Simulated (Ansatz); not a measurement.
SnO: moving O off its site

SnO, P4/nmm, a = 3.837 Å, c = 4.762 Å. Ansatz: PBE+D3(BJ), PAW, 420 eV, Γ-centred 12×12×10 mesh on 4 atoms, Gaussian smearing 0.15 eV; no spin polarisation.

```yaml
crystal:
  lattice:
    - [3.83710, 0.00000, 0.00000]
    - [0.00000, 3.83710, 0.00000]
    - [0.00000, 0.00000, 4.76213]
  atoms:
    - { symbol: Sn, position: [0.00000, 0.50000, 0.24324] }
    - { symbol: Sn, position: [0.50000, 0.00000, 0.75676] }
    - { symbol: O, position: [0.00000, 0.00000, 0.00000] }
    - { symbol: O, position: [0.50000, 0.50000, 0.00000] }
```

Atom 3 (O) moves by x along the unit vector (-0.707, -0.707, 0.000), with its periodic images; all else is held. y is the free energy of the cell over the start, F the force along the path summed over the moved atoms. Symmetry makes y even in x.

| x (Å) | y (meV) | F (eV/Å) |
| --- | --- | --- |
| -0.4500 | ? | ? |
| -0.2250 | 198.2 | 1.81 |
| 0.0000 | 0.0 | 0.00 |
| 0.0563 | 12.1 | -0.43 |
| 0.1125 | 48.5 | -0.87 |
| 0.1688 | 110.2 | -1.33 |
| 0.2813 | 314.5 | -2.33 |
| 0.3375 | 460.8 | -2.89 |
| 0.3938 | 639.9 | -3.49 |

Question: Fit y = c2 x² + c4 x⁴ to the energies of the other rows, give the force constant, and predict energy and force of the missing row.

Answer: Least squares on the rows shown. y = 3814.6 x² + 2013.5 x⁴. The force constant is 2 c2 = 7.63 eV/Å² (for all images moving together, not for a lone atom). The force −dy/dx at the missing row is 4.17 eV/Å (computed 4.13). At x = -0.4500 the fit asked for gives 855.0 meV. The run gave 853.8 meV, so the fit is 1.2 meV too high, a small miss on the scale of the series.